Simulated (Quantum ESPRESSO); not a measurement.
## Ge under changes of volume

One of the cells (22.833 Å³/atom); the others are scaled copies at fixed shape and fractional positions:

```
CELL_PARAMETERS angstrom
3.99759 0.00000 0.00000
-1.99879 3.46201 0.00000
0.00000 0.00000 6.59938
ATOMIC_POSITIONS crystal
Ge 0.33333 0.66667 0.93710
Ge 0.66667 0.33333 0.43710
Ge 0.33333 0.66667 0.56290
Ge 0.66667 0.33333 0.06290
```

This isn't the form of Ge at room conditions, which is diamond.

| Quantity | Value |
| --- | --- |
| Program | Quantum ESPRESSO 7.5 |
| Functional | LDA |
| Potentials or basis | GBRV 1.5 LDA |
| Cutoff | 612 eV |
| Density cutoff | 4898 eV |
| k mesh | 8 × 8 × 4 |
| Occupations | fermi-dirac, width 0.05 eV |
| Spin | no spin polarisation |

```csv
volume (Å³/atom),energy over the lowest point (meV/atom),pressure (GPa)
21.463,?,?
21.920,0.22,0.6
22.377,0.00,-0.8
22.833,3.67,-2.1
23.290,10.92,-3.3
23.747,21.35,-4.4
24.203,34.61,-5.3
```

What does the run at 21.463 Å³/atom give?

Energy over the lowest point 4.92 meV/atom; pressure 2.3 GPa.

Worked out: A Birch-Murnaghan fit of order 3 (a polynomial in V^(-2/3)) to the other rows has its minimum at 22.17 Å³/atom with B0 = V·E''(V) = 70 GPa and B' = 4.1 at fixed shape and positions, which overstates the stiffness. It gives 4.83 meV/atom at 21.463 Å³/atom, against the run's 4.92, and -dE/dV = 2.4 GPa, against 2.3.

Energies are extrapolated to zero smearing.
